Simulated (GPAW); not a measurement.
# Ti (P6_3/mmc) in GPAW: notebook

Runs on Ti. Level: PBEsol. Tasks: relaxation of cell and atoms.

All numbers are computed with GPAW 26.7.0; they aren't measurements. Logs are shortened: lines on timing, memory, paths and dates and some standing lists are left out, and cuts for length are marked. The log counts tension as positive stress, the text compression.

**1. Starting point**

It takes space group P6_3/mmc (No. 194, hexagonal). The conventional cell has a = 2.950 Å, b = 2.950 Å, c = 4.680 Å, α = 90.00°, β = 90.00°, γ = 120.00°. Ti (site symmetry -6m2) is surrounded by 12 Ti at 2.89 to 2.95 Å.

**2. Relaxation of cell and atoms, PBEsol**

Input file run.py:

```python
from ase import Atoms
from ase.filters import FrechetCellFilter
from ase.io import write
from ase.optimize import BFGS
from gpaw import GPAW, PW, setup_paths

setup_paths.insert(0, '.')

atoms = Atoms(['Ti', 'Ti'],
              cell=[[2.95, 0.0, 0.0],
                    [-1.475, 2.5547749412, 0.0],
                    [0.0, 0.0, 4.68]],
              scaled_positions=[[0.6666666667, 0.3333333333, 0.75],
                                [0.3333333333, 0.6666666667, 0.25]],
              pbc=True)

calc = GPAW(mode=PW(600),
            xc='PBEsol',
            kpts={'size': (8, 8, 4), 'gamma': True},
            occupations={'name': 'fermi-dirac', 'width': 0.05},
            nbands=24,
            convergence={'density': 1e-05, 'forces': 0.0001},
            maxiter=150,
            txt='gpaw.txt')
atoms.calc = calc
opt = BFGS(FrechetCellFilter(atoms), trajectory='relax.traj', logfile='-')
done = opt.run(fmax=0.02, steps=60)
calc.write('gs.gpw')
write('result.traj', atoms)
print('Converged:', done)
print('Cell:', atoms.cell.cellpar().round(4))
print('Volume:', round(atoms.get_volume(), 4))
print(atoms.get_scaled_positions().round(5))
```

Potentials or basis: PAW data sets generated in the run's folder for this functional, pw.

The run is started by

```
$ gpaw-setup -f PBEsol Ti
$ OMP_NUM_THREADS=1 python run.py
```

gpaw.txt:

```text
__  _  _
 | _ |_)|_||  |
 |__||  | ||/\| - 26.7.0

Input parameters:
  mode=PW(ecut=600.0),
  convergence={'density': 1e-05, 'forces': 0.0001},
  kpts=MonkhorstPack(size=(8, 8, 4), gamma=True),
  maxiter=150,
  nbands=24,
  occupations=Occupations(name='fermi-dirac', width=0.05),
  xc=XC(name='PBEsol')

Diagonalizing LCAO Hamiltonian
Converting LCAO to pw mode

          Ti

        Ti

Atoms  # Å, Bohr magnetons
|   | symbol |         x |        y |        z |    initial magnetic moments |
|---|--------|-----------|----------|----------|-----------------------------|
| 0 |     Ti |  1.475000 | 0.851592 | 3.510000 | ( 0.0000,  0.0000,  0.0000) |
| 1 |     Ti | -0.000000 | 1.703183 | 1.170000 | ( 0.0000,  0.0000,  0.0000) |

Unit cell  # Å
| periodic |         x |        y |        z |  lengths |     angles |
|----------|-----------|----------|----------|----------|------------|
|      yes |  2.950000 | 0.000000 | 0.000000 | 2.950000 |  90.000000 |
|      yes | -1.475000 | 2.554775 | 0.000000 | 2.950000 |  90.000000 |
|      yes |  0.000000 | 0.000000 | 4.680000 | 4.680000 | 120.000000 |

Number of symmetries: 12
Symmetry operations  # r_c * U_cc + t_c -> r_c
|    | kind |            matrix            |
|----|------|------------------------------|
|  0 |  σ   |  1, 1, 0,  0,-1, 0,  0, 0, 1 |
|  1 |  S6  |  1, 1, 0, -1, 0, 0,  0, 0,-1 |
|  2 |  E   |  1, 0, 0,  0, 1, 0,  0, 0, 1 |
|  3 |  C2  |  1, 0, 0, -1,-1, 0,  0, 0,-1 |
|  4 |  C2  |  0, 1, 0,  1, 0, 0,  0, 0,-1 |
|  5 |  C3  |  0, 1, 0, -1,-1, 0,  0, 0, 1 |
|  6 |  S6  |  0,-1, 0,  1, 1, 0,  0, 0,-1 |
|  7 |  σ   |  0,-1, 0, -1, 0, 0,  0, 0, 1 |
[... 368 lines left out ...]
|          2 |       -24.894 |     2.000 |
|          3 |       -24.245 |     2.000 |
|          4 |       -24.245 |     2.000 |
|          5 |       -24.175 |     2.000 |
|          6 |       -24.144 |     2.000 |
|          7 |       -24.144 |     2.000 |
[... 8 lines left out ...]
|         16 |        10.043 |     0.000 |
|         17 |        10.043 |     0.000 |
|        ... |               |           |
|         23 |        25.813 |     0.000 |

No gap
No difference between direct/indirect transitions

Stress tensor  # eV/Ang^3
|        x |         y |        z |
|----------|-----------|----------|
| 0.028605 | -0.000000 | 0.000000 |
| 0.000000 |  0.028605 | 0.000000 |
| 0.000000 |  0.000000 | 0.034121 |

Forces  # eV/Ang
|       x |       y |        z |
|---------|---------|----------|
| 0.00000 | 0.00000 | -0.00001 |  # Ti   0
| 0.00000 | 0.00000 |  0.00001 |  # Ti   1

Interpolating wave functions to new cell

          Ti

        Ti

Atoms  # Å, Bohr magnetons
|   | symbol |         x |        y |        z |    initial magnetic moments |
|---|--------|-----------|----------|----------|-----------------------------|
| 0 |     Ti |  1.447149 | 0.835512 | 3.431883 | ( 0.0000,  0.0000,  0.0000) |
| 1 |     Ti | -0.000000 | 1.671024 | 1.143961 | ( 0.0000,  0.0000,  0.0000) |

Unit cell  # Å
| periodic |         x |         y |        z |  lengths |     angles |
|----------|-----------|-----------|----------|----------|------------|
|      yes |  2.894299 | -0.000000 | 0.000000 | 2.894299 |  90.000000 |
|      yes | -1.447149 |  2.506536 | 0.000000 | 2.894299 |  90.000000 |
|      yes |  0.000000 | -0.000000 | 4.575844 | 4.575844 | 120.000000 |
[... 182 lines left out ...]
No gap
No difference between direct/indirect transitions

Stress tensor  # eV/Ang^3
|         x |         y |         z |
|-----------|-----------|-----------|
| -0.003293 |  0.000000 |  0.000000 |
|  0.000000 | -0.003293 | -0.000000 |
|  0.000000 | -0.000000 |  0.000701 |

Forces  # eV/Ang
|       x |       y |        z |
|---------|---------|----------|
| 0.00000 | 0.00000 |  0.00005 |  # Ti   0
| 0.00000 | 0.00000 | -0.00005 |  # Ti   1

Interpolating wave functions to new cell

          Ti

        Ti

Atoms  # Å, Bohr magnetons
|   | symbol |         x |        y |        z |    initial magnetic moments |
|---|--------|-----------|----------|----------|-----------------------------|
| 0 |     Ti |  1.448489 | 0.836286 | 3.433891 | ( 0.0000,  0.0000,  0.0000) |
| 1 |     Ti | -0.000000 | 1.672571 | 1.144630 | ( 0.0000,  0.0000,  0.0000) |

Unit cell  # Å
| periodic |         x |         y |        z |  lengths |     angles |
|----------|-----------|-----------|----------|----------|------------|
|      yes |  2.896979 | -0.000000 | 0.000000 | 2.896979 |  90.000000 |
|      yes | -1.448489 |  2.508857 | 0.000000 | 2.896979 |  90.000000 |
|      yes | -0.000000 |  0.000000 | 4.578520 | 4.578520 | 120.000000 |
[... 161 lines left out ...]
|          2 |       -24.400 |     2.000 |
|          3 |       -23.661 |     2.000 |
|          4 |       -23.661 |     2.000 |
|          5 |       -23.569 |     2.000 |
|          6 |       -23.542 |     2.000 |
|          7 |       -23.542 |     2.000 |
[... 8 lines left out ...]
|         16 |        10.583 |     0.000 |
|         17 |        10.583 |     0.000 |
|        ... |               |           |
|         23 |        26.648 |     0.000 |

No gap
No difference between direct/indirect transitions

Stress tensor  # eV/Ang^3
|         x |         y |        z |
|-----------|-----------|----------|
| -0.001326 | -0.000000 | 0.000000 |
| -0.000000 | -0.001326 | 0.000000 |
|  0.000000 |  0.000000 | 0.002391 |

Forces  # eV/Ang
|        x |        y |        z |
|----------|----------|----------|
| -0.00000 | -0.00000 | -0.00001 |  # Ti   0
|  0.00000 | -0.00000 |  0.00001 |  # Ti   1

Interpolating wave functions to new cell

          Ti

        Ti

Atoms  # Å, Bohr magnetons
|   | symbol |         x |        y |        z |    initial magnetic moments |
|---|--------|-----------|----------|----------|-----------------------------|
| 0 |     Ti |  1.449039 | 0.836603 | 3.433019 | ( 0.0000,  0.0000,  0.0000) |
| 1 |     Ti | -0.000000 | 1.673206 | 1.144339 | ( 0.0000,  0.0000,  0.0000) |
[... 187 lines left out ...]
No gap
No difference between direct/indirect transitions

Stress tensor  # eV/Ang^3
|         x |         y |         z |
|-----------|-----------|-----------|
| -0.000765 |  0.000000 |  0.000000 |
|  0.000000 | -0.000765 | -0.000000 |
|  0.000000 | -0.000000 |  0.002429 |

Forces  # eV/Ang
|        x |       y |        z |
|----------|---------|----------|
|  0.00000 | 0.00000 |  0.00001 |  # Ti   0
| -0.00000 | 0.00000 | -0.00001 |  # Ti   1

Interpolating wave functions to new cell

          Ti

        Ti

Atoms  # Å, Bohr magnetons
|   | symbol |         x |        y |        z |    initial magnetic moments |
|---|--------|-----------|----------|----------|-----------------------------|
| 0 |     Ti |  1.450675 | 0.837548 | 3.427202 | ( 0.0000,  0.0000,  0.0000) |
| 1 |     Ti | -0.000000 | 1.675095 | 1.142399 | ( 0.0000,  0.0000,  0.0000) |

Unit cell  # Å
| periodic |         x |         y |        z |  lengths |     angles |
|----------|-----------|-----------|----------|----------|------------|
|      yes |  2.901350 | -0.000000 | 0.000000 | 2.901350 |  90.000000 |
|      yes | -1.450675 |  2.512643 | 0.000000 | 2.901350 |  90.000000 |
|      yes | -0.000000 |  0.000000 | 4.569601 | 4.569601 | 120.000000 |
[... 127 lines left out ...]
SCF iterations
|iter     | |      energy | eigst |  dens |force |
|---------|-|-------------|-------|-------|------|
|iter:   1| |  -14.365330 | -2.44 |       |      |
|iter:   2| |  -14.365319 | -4.64 | -2.89 |      |
|iter:   3| |  -14.365195c| -5.02 | -2.92 |      |
|iter:   4| |  -14.365194c| -6.43 | -3.69 |      |
|iter:   5| |  -14.365195c| -7.55c| -4.14 |      |
|iter:   6| |  -14.365195c| -7.59c| -4.51 |      |
|iter:   7| |  -14.365195c| -8.43c| -5.51c|      |
|iter:   8| |  -14.365195c| -9.06c| -5.92c|-3.72 |
|iter:   9| |  -14.365195c| -9.67c| -6.37c|-3.99 |
|iter:  10| |  -14.365195c|-10.31c| -7.25c|-6.12c|

Converged in 10 steps
Energy contributions relative to reference atoms: (reference = -46395.495296)

Energy contributions:
  Kinetic:          12.152897
  Coulomb:         -11.305257
  Zero:              0.042665
  External:          0.000000
  Xc:              -15.250283
  Entropy:          -0.010435
  Spinorbit:         0.000000
  ----------------------------
  Free energy:     -14.370413
  Extrapolated:    -14.365195

dipole moment: (0.000000, 0.000000, 0.000000)  # |e|*Ang

Fermi level: 8.905
Eigenvalues  # (at kpt = [0.000, 0.000, 0.000])
| band index |      eig [eV] | occ [0-2] |
|------------|---------------|-----------|
|          0 |       -47.644 |     2.000 |
|        ... |               |           |
|          2 |       -24.416 |     2.000 |
|          3 |       -23.680 |     2.000 |
|          4 |       -23.680 |     2.000 |
|          5 |       -23.582 |     2.000 |
|          6 |       -23.560 |     2.000 |
|          7 |       -23.560 |     2.000 |
[... 13 lines left out ...]
No gap
No difference between direct/indirect transitions

Stress tensor  # eV/Ang^3
|         x |         y |         z |
|-----------|-----------|-----------|
|  0.000436 | -0.000000 |  0.000000 |
| -0.000000 |  0.000436 | -0.000000 |
|  0.000000 | -0.000000 |  0.001244 |

Forces  # eV/Ang
|       x |        y |        z |
|---------|----------|----------|
| 0.00000 |  0.00000 | -0.00001 |  # Ti   0
| 0.00000 | -0.00000 |  0.00001 |  # Ti   1

Interpolating wave functions to new cell

          Ti

        Ti

Atoms  # Å, Bohr magnetons
|   | symbol |         x |        y |        z |    initial magnetic moments |
|---|--------|-----------|----------|----------|-----------------------------|
| 0 |     Ti |  1.450833 | 0.837639 | 3.424700 | ( 0.0000,  0.0000,  0.0000) |
| 1 |     Ti | -0.000000 | 1.675278 | 1.141565 | ( 0.0000,  0.0000,  0.0000) |

Unit cell  # Å
| periodic |         x |        y |        z |  lengths |     angles |
|----------|-----------|----------|----------|----------|------------|
|      yes |  2.901666 | 0.000000 | 0.000000 | 2.901666 |  90.000000 |
|      yes | -1.450833 | 2.512917 | 0.000000 | 2.901666 |  90.000000 |
|      yes | -0.000000 | 0.000000 | 4.566265 | 4.566265 | 120.000000 |
[... 184 lines left out ...]
Stress tensor  # eV/Ang^3
|        x |        y |        z |
|----------|----------|----------|
| 0.000276 | 0.000000 | 0.000000 |
| 0.000000 | 0.000276 | 0.000000 |
| 0.000000 | 0.000000 | 0.000351 |

Forces  # eV/Ang
|        x |        y |        z |
|----------|----------|----------|
| -0.00000 |  0.00000 |  0.00001 |  # Ti   0
| -0.00000 | -0.00000 | -0.00001 |  # Ti   1

# Writing to gs.gpw (mode='')
```

It took 97 s on 1 thread of Arm Neoverse V2, shared host; peak memory 0.26 GiB.

Results:

* Free energy: -14.3703 eV
* Relaxed volume: 16.65 Å³/atom
* Relaxed cell: a = 2.902 Å, b = 2.902 Å, c = 4.566 Å, α = 90.00°, β = 90.00°, γ = 120.00°
* Space group after relaxing (to 0.05 Å): P6_3/mmc (No. 194)
* Energy gained by relaxing: 16.0 meV/atom
* Ionic steps: 7
* Pressure after relaxing: 0.0 GPa
* Band gap on the k mesh: none (metal or under the smearing width)

Step by step:
```csv
step,energy change (eV),largest force (eV/Å),pressure (GPa),volume (Å³)
1,0.0000,0.0000,-6.41,35.27
2,-0.0159,0.0000,-4.88,34.74
3,-0.0309,0.0001,0.31,33.20
4,-0.0314,0.0000,0.01,33.28
5,-0.0316,0.0000,-0.05,33.29
6,-0.0320,0.0000,-0.11,33.31
7,-0.0319,0.0000,-0.05,33.30
```

Final structure:
```cif
data_structure
_symmetry_space_group_name_H-M 'P 1'
_symmetry_Int_Tables_number 1
_cell_length_a 2.9017
_cell_length_b 2.9017
_cell_length_c 4.5663
_cell_angle_alpha 90.000
_cell_angle_beta 90.000
_cell_angle_gamma 120.000
_cell_volume 33.30
loop_
_atom_site_label
_atom_site_type_symbol
_atom_site_fract_x
_atom_site_fract_y
_atom_site_fract_z
_atom_site_occupancy
Ti1 Ti 0.66667 0.33333 0.75000 1
Ti2 Ti 0.33333 0.66667 0.25000 1
```

Caveat: later steps reuse the first step's grids.

[end of part 1 of 2]
